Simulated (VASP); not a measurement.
P: relaxation of cell and atoms with LDA

The system is P.

```
CELL_PARAMETERS angstrom
1.67171 0.96516 2.90601
-1.67171 0.96516 2.90601
0.00000 -1.93032 2.90601
ATOMIC_POSITIONS crystal
P 0.23397 0.23397 0.23397
P 0.76603 0.76603 0.76603
```

This isn't the form of P at room conditions, which is orthorhombic.

```json
{
  "Program": "VASP 6.6.1",
  "Task": "relaxation of cell and atoms",
  "Functional": "LDA",
  "Potentials or basis": "VASP PAW LDA potentials, release 64 (P)",
  "Cutoff": "350 eV",
  "k mesh": "6 × 6 × 6",
  "Occupations": "gaussian, width 0.02 eV",
  "Spin": "no spin polarisation",
  "Target pressure": "6 GPa",
  "Further INCAR settings": "ALGO = Normal; EDIFF = 1e-07; IBRION = 2; EDIFFG = -0.002; NSW = 80; ISIF = 3"
}
```

| Quantity | Value |
| --- | --- |
| Relaxed volume | 14.06 Å³/atom |
| Relaxed cell | a = 3.488 Å, b = 3.488 Å, c = 3.488 Å, α = 57.27°, β = 57.27°, γ = 57.27° |
| Space group after relaxing (to 0.05 Å) | R-3m (No. 166) |
| Energy change on relaxing (the enthalpy is what falls) | +0.2 meV/atom |
| Ionic steps | 8 |
| Pressure after relaxing | 6.0 GPa |
| Band gap on the k mesh | none (metal or under the smearing width) |

The path:
```tsv
step	energy change (eV)	largest force (eV/Å)	pressure (GPa)	volume (Å³)
1	0.0000	0.0007	5.95	28.13
2	0.0006	0.0040	6.03	28.12
3	0.0004	0.0021	6.00	28.12
4	0.0004	0.0023	6.00	28.12
5	0.0004	0.0026	6.00	28.12
6	0.0004	0.0024	6.00	28.12
7	0.0004	0.0023	6.00	28.12
8	0.0005	0.0010	5.99	28.12
```

Final structure:
```cif
data_structure
_symmetry_space_group_name_H-M 'P 1'
_symmetry_Int_Tables_number 1
_cell_length_a 3.4881
_cell_length_b 3.4881
_cell_length_c 3.4881
_cell_angle_alpha 57.265
_cell_angle_beta 57.265
_cell_angle_gamma 57.265
_cell_volume 28.12
loop_
_atom_site_label
_atom_site_type_symbol
_atom_site_fract_x
_atom_site_fract_y
_atom_site_fract_z
_atom_site_occupancy
P1 P 0.23398 0.23398 0.23398 1
P2 P 0.76602 0.76602 0.76602 1
```

Levels at points of the mesh, in eV from the Fermi level:
```csv
k point,band 3,band 4,band 5,band 6,band 7,band 8
"(0.00, 0.00, 0.00)",-2.86,-2.86,-2.15,2.09,3.20,3.20
"(0.50, 0.00, 0.00)",-3.51,-3.20,-1.32,-0.41,0.35,0.72
"(0.50, 0.50, 0.00)",-7.50,-6.17,-5.94,-0.31,7.30,8.07
"(0.50, 0.50, 0.50)",-2.71,-2.71,-0.79,-0.79,0.72,2.31
```

Run time: 4.5 s on 1 thread of Intel(R) Xeon(R) 6975P-C (Granite Rapids) (shared host), peak memory 0.12 GiB.

Caveat: the k mesh is coarse (spacing up to 0.38 Å⁻¹), so the values aren't converged; the cell is relaxed towards a set pressure, so the enthalpy falls and the energy may rise.
